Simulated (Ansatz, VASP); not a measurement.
## One calculation of NaF (Villiaumite), two programs

```
CELL_PARAMETERS angstrom
0.00000 2.30443 2.30443
2.30443 0.00000 2.30443
2.30443 2.30443 0.00000
ATOMIC_POSITIONS crystal
Na 0.00000 0.00000 0.00000
F 0.50000 0.50000 0.50000
```

Change from the starting cell: volume scaled by 0.98.

Alike in both runs: task single point; functional PBE; k mesh 10 × 10 × 10; occupations fermi-dirac, width 0.05 eV; no spin polarisation.

```csv
,VASP,Ansatz
version,VASP 6.6.1,Ansatz 0.2.0
potentials or method,"VASP PAW PBE potentials, release 64 (Na_pv, F)",Ansatz PAW
plane-wave cutoff (eV),520,420
valence electrons in the cell,14,16
```

VASP gave:

| Quantity | Value |
| --- | --- |
| gap on the k mesh at the Fermi level (eV) | 6.39 |
| least direct gap on the mesh (eV) | 6.39 |
| pressure (GPa) | 2.9 |

Task: Estimate Ansatz's values.

Result: gap on the k mesh at the Fermi level (eV): 6.41; least direct gap on the mesh (eV): 6.41; pressure (GPa): 3.0.

With one functional, cell and mesh, what is left measures potentials, basis and numerics. The two sets of potentials don't hold the same shells in valence.

Caveats: the pressure holds a Pulay correction of +0.5 GPa for the finite cutoff (Ansatz). A k mesh can miss the band edges.
